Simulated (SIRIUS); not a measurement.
**NaI under changes of volume**

One of the cells (33.899 Å³/atom); the others are scaled copies at fixed shape and fractional positions:

```xyz
2
Lattice="0.0000 3.2364 3.2364 3.2364 0.0000 3.2364 3.2364 3.2364 0.0000" Properties=species:S:1:pos:R:3 pbc="T T T"
I     3.2364    3.2364    3.2364
Na    0.0000    0.0000    0.0000
```

| Item | Value |
| --- | --- |
| Program | SIRIUS 7.12.0 |
| Functional | LDA |
| Potentials or basis | all-electron FP-LAPW |
| Cutoff | 158 eV |
| Basis | apw+lo standard |
| k mesh | 7 × 7 × 7 |
| Occupations | fermi-dirac, width 0.05 eV |
| Spin | no spin polarisation |

```csv
volume (Å³/atom),energy over the lowest point (meV/atom),gap on the mesh (eV)
31.865,0.00,3.50
32.543,3.66,3.44
33.221,9.07,3.38
33.899,15.46,3.33
34.577,22.82,3.28
35.255,31.33,3.23
35.933,?,?
```

Q: What does the run at 35.933 Å³/atom give?

A: Energy over the lowest point 40.48 meV/atom; gap on the mesh 3.19 eV.

Worked out: A Birch-Murnaghan fit of order 3 (a polynomial in V^(-2/3)) to the other rows has no minimum within the range. It gives 40.44 meV/atom at 35.933 Å³/atom, against the run's 40.48. A straight line through the other rows of the gap, of slope -2.66 eV per unit of ln V (its deformation potential), extrapolates to 3.18 eV, against the run's 3.19.

Energies are extrapolated to zero smearing.

Caveats: spin-orbit coupling is left out, which moves the levels of the heavy elements.
